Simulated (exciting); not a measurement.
P:

```
CELL_PARAMETERS angstrom
2.42469 0.00000 0.00000
0.00000 2.43854 0.00000
-0.02031 0.00000 4.85243
ATOMIC_POSITIONS crystal
P 0.00000 0.00000 0.74943
P 0.00000 0.00000 0.25057
```

This isn't the form of P at room conditions, which is orthorhombic.

| Quantity | Value |
| --- | --- |
| Program | exciting (release sodium) |
| Task | single point |
| Functional | PBEsol |
| Potentials or basis | all-electron LAPW+lo, shipped species files, valence relativity iora* |
| rgkmax | 7.5 |
| k mesh | 11 × 11 × 6 |
| Occupations | fermi-dirac, width 0.05 eV |
| Spin | no spin polarisation |
| gmaxvr (cutoff of density and potential) | 14 1/bohr |
| lmaxapw (and lmaxmat) | 10 |
| lmaxvr | 8 |
| nempty | 10 |
| Valence relativity | iora* |
| epsengy | 1e-05 Ha |
| epspot | 1e-05 Ha |
| maxscl | 60 |
| Muffin-tin radii | P 2.0 bohr |

On this cell: largest force 0.008 eV/Å; band gap on the k mesh none (metal or under the smearing width).

The same run follows on a disturbed copy (atoms moved at random, drawn with an rms of 0.05 Å):

```xyz
2
Lattice="2.4247 0.0000 0.0000 0.0000 2.4385 0.0000 -0.0203 0.0000 4.8524" Properties=species:S:1:pos:R:3 pbc="T T T"
P    -0.0113   -0.0187    3.6685
P     2.4075   -0.0001    1.1831
```

Q: What changes?

A: The energy (extrapolated to zero smearing) moves by +2.0 meV/atom; largest force 0.131 eV/Å; band gap on the k mesh none (metal or under the smearing width).

Forces in eV/Å, atoms in the order of the input:
```
P   -0.031  0.032 -0.123
P    0.031 -0.032  0.123
```

Caveats: the free energy is that total less TS from the occupations.
